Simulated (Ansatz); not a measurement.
Crystal: Te.

```xyz
3
Lattice="4.4540 0.0000 0.0000 -2.2270 3.8573 0.0000 0.0000 0.0000 5.9240" Properties=species:S:1:pos:R:3 pbc="T T T"
Te    1.6279    2.8197    0.0000
Te   -0.5991    1.0376    3.9493
Te    1.1981    0.0000    1.9747
```

| Quantity | Value |
| --- | --- |
| Program | Ansatz 0.2.0 |
| Task | relaxation of cell and atoms |
| Functional | revPBE |
| Dispersion | D3(BJ) |
| Potentials or basis | Ansatz PAW |
| Cutoff | 420 eV (not typed: the program's choice for these potentials) |
| k mesh | 7 × 7 × 5 |
| Occupations | fermi-dirac, width 0.05 eV |
| Spin | no spin polarisation |

At the start: volume 33.93 Å³/atom.

**Question.** Where does the relaxation end?

**Answer.** It ends after 5 steps and the volume is 31.06 Å³/atom (-8.4 %); space group P3_121 (No. 152, to 0.05 Å).

Step by step:
| step | energy change (eV) | largest force (eV/Å) | volume (Å³) |
| --- | --- | --- | --- |
| 1 | 0.0000 | 0.1542 | 101.78 |
| 2 | -0.0628 | 0.2116 | 93.90 |
| 3 | -0.0826 | 0.0175 | 93.16 |
| 4 | -0.0844 | 0.0021 | 93.18 |
| 5 | -0.0832 | 0.0022 | 93.18 |

Final structure:
```xyz
3
Lattice="4.2494 0.0000 0.0000 -2.1247 3.6801 0.0000 0.0000 0.0000 5.9587" Properties=species:S:1:pos:R:3 pbc="T T T"
Te    1.5078    2.6115    0.0000
Te   -0.6169    1.0686    3.9725
Te    1.2339    0.0000    1.9862
```

Caveat: the plane-wave basis is chosen anew once the cell has moved, so the energies of steps on either side of that aren't comparable; the PAW data sets come from PBE, with cores solved anew for the run's functional, which leaves a small shift of forces and pressure.
